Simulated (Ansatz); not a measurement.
Wanted: the native input for an Ansatz 0.2.0 run.

```yaml
Task: single point
Functional: PBE
Potentials_or_basis: Ansatz PAW
Cutoff: "420 eV (not typed: the program's choice for these potentials)"
k_mesh: 8 × 8 × 8
Occupations: gaussian, width 0.024 eV
Spin: no spin polarisation
```

InPd:

```
In Pd
1.0
     3.27188    0.00000    0.00000
     0.00000    3.27188    0.00000
     0.00000    0.00000    3.27188
In Pd
1 1
Direct
  0.00000 0.00000 0.00000
  0.50000 0.50000 0.50000
```

The cell comes from a database or a generator and needn't be the stable form of this composition.

These files were run (other wordings do the same):

input.yaml

```yaml
crystal:
  lattice:
    - [3.27188478, 0.0, 0.0]
    - [0.0, 3.27188478, 0.0]
    - [0.0, 0.0, 3.27188478]
  atoms:
    - { symbol: In, position: [0.0, 0.0, 0.0] }
    - { symbol: Pd, position: [0.5, 0.5, 0.5] }
hamiltonian:
  xc: pbe
  pseudopotentials: { kind: paw }
kpoints:
  mp_grid: { grid: [8, 8, 8] }
scf:
  occupations: { method: gaussian, width: 0.024 }
output:
  forces: true
  stress: true
  eigenvalues: true
```

Potentials or basis: Ansatz PAW.

Launch:

```console
$ ansatz run input.yaml --threads 2 --pin off --max-ram 5632MiB --backend cpu --events-out ev --progress --plain --runs-dir out
```

It gave:

The pressure is 3.7 GPa and the band gap on the k mesh is none (metal or under the smearing width).

Run time: 2.8 s on 2 threads of Intel(R) Xeon(R) Processor @ 2.50GHz (Skylake/Cascade Lake) (shared host), peak memory 0.33 GiB.
